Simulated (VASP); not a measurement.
# Quasiparticle energies of AlAs in VASP

Aim: the quasiparticle gap of AlAs, and what it costs to get it. The cell is of the zinc-blende type, one of the forms listed for this formula. The start is a cell from a database of measured crystal structures.

Main program and level: VASP 6.6.1; PBE; plane waves and PAW (Al_GW, As_GW), in the first sound run; inputs show where later runs differ.

### 1. Starting point

The structure is cubic, space group F-43m (No. 216). Conventional cell: a = 5.661 Å, b = 5.661 Å, c = 5.661 Å, α = 90.00°, β = 90.00°, γ = 90.00°. Nearest to Al lie 4 As at 2.45 Å. Nearest to As lie 4 Al at 2.45 Å. Farther neighbours are not listed.

Coordinates:

```cif
data_structure
_symmetry_space_group_name_H-M 'F-43m'
_symmetry_Int_Tables_number 216
_cell_length_a 5.6608
_cell_length_b 5.6608
_cell_length_c 5.6608
_cell_angle_alpha 90.000
_cell_angle_beta 90.000
_cell_angle_gamma 90.000
_cell_volume 181.40
loop_
_atom_site_label
_atom_site_type_symbol
_atom_site_symmetry_multiplicity
_atom_site_Wyckoff_symbol
_atom_site_fract_x
_atom_site_fract_y
_atom_site_fract_z
_atom_site_occupancy
Al1 Al 4 a 0.00000 0.00000 0.00000 1
As1 As 4 d 0.25000 0.25000 0.75000 1
```

### 2. Empty bands, functional PBE

The next step needs empty bands that the ground-state run didn't converge, so the Hamiltonian is diagonalised exactly for NBANDS bands, in a single step. LOPTICS writes the k-derivatives of the orbitals (WAVEDER), which give the long-wavelength limit of the screening.

INCAR

```
SYSTEM = AlAs
PREC = Accurate
ENCUT = 300
ISMEAR = 0
SIGMA = 0.01
LREAL = .FALSE.
GGA = PE
NBANDS = 296
ALGO = Exact
NELM = 1
LWAVE = .TRUE.
LCHARG = .FALSE.
LOPTICS = .TRUE.
NEDOS = 1000
CSHIFT = 0.1
```

POSCAR

```
AlAs
1.0
    0.0000000000      2.8304000000      2.8304000000
    2.8304000000      0.0000000000      2.8304000000
    2.8304000000      2.8304000000      0.0000000000
Al As
1 1
Direct
    0.0000000000      0.0000000000      0.0000000000
    0.2500000000      0.2500000000      0.2500000000
```

KPOINTS

```
Automatic mesh
0
Gamma
6 6 6
0 0 0
```

PAW data sets: Al_GW and As_GW (PBE family, release 64).

The run is started by

```bash
mpirun -np 8 vasp_std
```

The log of the run:

```text
[banner, memory and clock lines left out]
running    8 mpi-ranks, on    1 nodes
 distrk:  each k-point on    8 cores,    1 groups
 distr:  one band on    1 cores,    8 groups

 POSCAR found type information on POSCAR AlAs
 POSCAR found :  2 types and       2 ions
|                                                                             |
|           W    W    AA    RRRRR   N    N  II  N    N   GGGG   !!!           |
|           W    W   A  A   R    R  NN   N  II  NN   N  G    G  !!!           |
|           W    W  A    A  R    R  N N  N  II  N N  N  G       !!!           |
|           W WW W  AAAAAA  RRRRR   N  N N  II  N  N N  G  GGG   !            |
|           WW  WW  A    A  R   R   N   NN  II  N   NN  G    G                |
|           W    W  A    A  R    R  N    N  II  N    N   GGGG   !!!           |
|                                                                             |
|     For optimal performance we recommend to set                             |
|       NCORE = 2 up to number-of-cores-per-socket                            |
|     NCORE specifies how many cores store one orbital (NPAR=cpu/NCORE).      |
|     This setting can greatly improve the performance of VASP for DFT.       |
|     The default, NCORE=1 might be grossly inefficient on modern             |
|     multi-core architectures or massively parallel machines. Do your        |
|     Unfortunately you need to use the default for GW and RPA                |
|     calculations (for HF NCORE is supported but not extensively tested      |
|     yet).                                                                   |
|                                                                             |

 LDA part: xc-table for (Slater+PW92), standard interpolation
 found WAVECAR, reading the header
  number of bands has changed, file:    10 present:   296
  trying to continue reading WAVECAR, but it might fail
 POSCAR, INCAR and KPOINTS ok, starting setup
 FFT: planning ... GRIDC
 FFT: planning ... GRID_SOFT
 FFT: planning ... GRID
 reading WAVECAR
 random initialization beyond band           10
 the WAVECAR file was read successfully
 initial charge from wavefunction
 entering main loop
       N       E                     dE             d eps       ncg     rms          rms(c)
DIA:   1    -0.937173163933E+01   -0.93717E+01    0.00000E+00     0   0.000E+00
   1 F= -.93717316E+01 E0= -.93717316E+01  d E =0.000000E+00
 writing wavefunctions
 optical routines
 imaginary and real dielectric function
 recalculating local potential from charge density
 direction            1
 direction            2
 direction            3
```

The job ended after 4.2 s (8 MPI ranks of AMD EPYC 7R43, shared host; peak memory 0.76 GiB).

The logs omit lines about the potential files and the build; timing stands in the text.

From OUTCAR (step 2):

```text
ion  position               nearest neighbor table
   1  0.000  0.000  0.000-   2 2.45   2 2.45   2 2.45   2 2.45
   2  0.250  0.250  0.250-   1 2.45   1 2.45   1 2.45   1 2.45

  LATTYP: Found a face centered cubic cell.
 ALAT       =     5.6608000000

 Subroutine GETGRP returns: Found 24 space group operations
 (whereof 24 operations were pure point group operations)

The static configuration has the point symmetry T_d .

 Found     16 irreducible k-points:

   k-points           NKPTS =     16   k-points in BZ     NKDIM =     16   number of bands    NBANDS=    296

   dimension x,y,z NGX =    24 NGY =   24 NGZ =   24
   dimension x,y,z NGXF=    48 NGYF=   48 NGZF=   48

   ENCUT  =  300.0 eV  22.05 Ry    4.70 a.u.   5.65  5.65  5.65*2*pi/ulx,y,z

   NELECT =       8.0000    total number of electrons

 k-points in reciprocal lattice and weights: Automatic mesh
   0.00000000  0.00000000  0.00000000       0.005
   0.16666667  0.00000000  0.00000000       0.037
   0.33333333  0.00000000  0.00000000       0.037
   0.50000000  0.00000000  0.00000000       0.019
   0.16666667  0.16666667  0.00000000       0.028
   0.33333333  0.16666667  0.00000000       0.111
   0.50000000  0.16666667  0.00000000       0.111
  -0.33333333  0.16666667  0.00000000       0.111
  -0.16666667  0.16666667  0.00000000       0.056
[...]
-0.33333333  0.33333333  0.16666667       0.111
  -0.33333333  0.50000000  0.16666667       0.056

 average (electrostatic) potential at core
       1 -53.9673       2 -50.0331

 E-fermi :   3.6388

 k-point     1 :       0.0000    0.0000    0.0000
  band No.  band energies     occupation
      1      -8.4377      2.00000
      2       3.4305      2.00000
      3       3.4305      2.00000
      4       3.4305      2.00000
      5       5.4773      0.00000
      6       7.7140      0.00000
      7       7.7140      0.00000
      8       7.7140      0.00000
      9      12.2959      0.00000
    ...

 k-point     2 :       0.1667    0.0000    0.0000
  band No.  band energies     occupation
      1      -8.1692      2.00000
      2       1.3327      2.00000
      3       3.1670      2.00000
      4       3.1670      2.00000
      5       6.2486      0.00000
      6       8.1506      0.00000
      7       8.1506      0.00000
      8       8.6208      0.00000
      9      11.6616      0.00000
    ...

 k-point     3 :       0.3333    0.0000    0.0000
  band No.  band energies     occupation
      1      -7.4895      2.00000
      2      -1.0645      2.00000
      3       2.7659      2.00000
      4       2.7659      2.00000
      5       5.7928      0.00000
      6       8.2894      0.00000
      7       8.2894      0.00000
      8      10.9285      0.00000
      9      12.4724      0.00000
    ...

  Total        0.7640409      0.7640409      0.7640409      0.0000000      0.0000000     -0.0000000
  in kB       26.9931601     26.9931601     26.9931601      0.0000000      0.0000000     -0.0000000
  external PRESSURE =      26.9931601 kB  Pullay stress =       0.0000000 kB

  energy-cutoff  :      300.00
  volume of cell :       45.35
      direct lattice vectors                 reciprocal lattice vectors
     0.000000000  2.830400000  2.830400000    -0.176653477  0.176653477  0.176653477
     2.830400000  0.000000000  2.830400000     0.176653477 -0.176653477  0.176653477
     2.830400000  2.830400000  0.000000000     0.176653477  0.176653477 -0.176653477

 POSITION                                       TOTAL-FORCE (eV/Angst)
 -----------------------------------------------------------------------------------
      0.00000      0.00000      0.00000         0.000000      0.000000      0.000000
      1.41520      1.41520      1.41520        -0.000000     -0.000000     -0.000000
 -----------------------------------------------------------------------------------
    total drift:                               -0.000002     -0.000002     -0.000002

  FREE ENERGIE OF THE ION-ELECTRON SYSTEM (eV)
  ---------------------------------------------------
  free  energy   TOTEN  =        -9.3717316393 eV

  energy  without entropy=       -9.3717316393  energy(sigma->0) =       -9.37173164

 plasma frequency squared (from intraband transitions) (eV^2)
  --------------------------------------------------------------------------------------
       0.000       0.000       0.000
       0.000       0.000       0.000
       0.000       0.000       0.000

[... 3 further parts left out ...]
```

The gap is read on the k-mesh alone, so it is an upper bound where the band edges lie off the mesh.

Numbers from this step:

| Item | Value |
| --- | --- |
| gap on the k-mesh | 1.432 eV |
| least direct gap on the k-mesh | 2.047 eV |

WAVECAR now holds 296 bands for 8 electrons. Its independent-particle dielectric tensor has xx, yy, zz = 11.6, 11.6, 11.6 on this mesh, which isn't tested for convergence in mesh or bands and lacks local fields.

[end of part 1 of 6]

[Lines on the potential files, build, host, timing and source positions are cut from VASP's logs without a mark.]

[Logs are printed without paths, hosts, clocks, repeated set-up lines and the standing remarks that a program may print on its own settings, such as how far it seeks lower states.]

[Hosts, paths, dates, database ids (printed as entryN), source tags and the programs' standing remarks are cut or masked in the printed files.]

[Pressures printed for these runs are not shown converged in the cutoff: they can be off by several GPa and have the wrong sign.]

[In band tables of VASP the shares of atoms and orbitals are scaled to a sum of 1 inside the atoms' spheres.]
